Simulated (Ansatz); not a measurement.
Reactions of C₈H₁₆, SMILES `C=CCCCCCC`.

Computed with Ansatz on PBE0-D4/def2-TZVP structures; ΔE is electronic, products minus reactants. CBS: MP2 limit from def2 TZ/QZ plus the TZ coupled-cluster correction, frozen cores. This one scheme is used for every species, atoms too. DFT in def2-TZVPP. B3LYP here is the variant with VWN-RPA as its local correlation; programs differ in this. Open shells (•) are unrestricted, without spin–orbit coupling. Spin–orbit coupling would lower the free atoms: a little for C. Bonds to Ge, Mg are less sure, by a few kJ/mol each and by 10 to 20 or more in all where they break to atoms, as the def2 sets lack core-valence functions. Scalar relativity is left out up to krypton. Each species was taken in one conformer, which may not be the lowest.

```json
{"reaction": "`C=CCCCCCC` + HCl → `C=CCCCl` + `CCCC`", "PBE-D4 (kcal/mol)": "2.3", "MP2/CBS(def2) (kcal/mol)": "4.0", "B3LYP-D4 (kcal/mol)": "2.2"}
{"reaction": "`C=CCCCCCC` + `Cl[SiH2][NH][GeH3]` → `C=C[N]([GeH3])[SiH2]Cl` + `CCCCCC`", "PBE-D4 (kcal/mol)": "0.6", "MP2/CBS(def2) (kcal/mol)": "2.2", "B3LYP-D4 (kcal/mol)": "1.3"}
{"reaction": "`C=CCCCCCC` + H₂ → `C=CCCCC` + `CC`", "PBE-D4 (kcal/mol)": "-14.9", "MP2/CBS(def2) (kcal/mol)": "-13.5", "B3LYP-D4 (kcal/mol)": "-15.9"}
{"reaction": "`C=CCCCCCC` + H₂ → `C=CCCC` + `CCC`", "PBE-D4 (kcal/mol)": "-15.1", "MP2/CBS(def2) (kcal/mol)": "-13.5", "B3LYP-D4 (kcal/mol)": "-16.1"}
{"reaction": "`C=CCCCCCC` → 8 C• + 16 H•", "PBE-D4 (kcal/mol)": "2375.6", "MP2/CBS(def2) (kcal/mol)": "2352.7", "B3LYP-D4 (kcal/mol)": "2334.3"}
{"reaction": "`C=CCCCCCC` + CH₃OH → `CCOC` + `C=CCCCC`", "PBE-D4 (kcal/mol)": "4.3", "MP2/CBS(def2) (kcal/mol)": "7.0", "B3LYP-D4 (kcal/mol)": "3.8"}
{"reaction": "`C=CCCCCCC` + `[CH3][Mg][F]` → `C[CH2][Mg][F]` + `C=CCCCCC`", "PBE-D4 (kcal/mol)": "4.9", "MP2/CBS(def2) (kcal/mol)": "5.7", "B3LYP-D4 (kcal/mol)": "5.1"}
{"reaction": "`C=CCCCCCC` + H₂S → `CCCS` + `C=CCCC`", "PBE-D4 (kcal/mol)": "0.0", "MP2/CBS(def2) (kcal/mol)": "1.2", "B3LYP-D4 (kcal/mol)": "0.5"}
```

Task: Give the CCSD(T)/CBS values in the same order. (Best estimate.)

Result: Ansatz gave: 3.9, 2.9, -14.4, -14.6, 2330.7, 6.1, 5.7, 1.6 kcal/mol.

Largest T1 diagnostic: 0.012, for `C=C[N]([GeH3])[SiH2]Cl`.
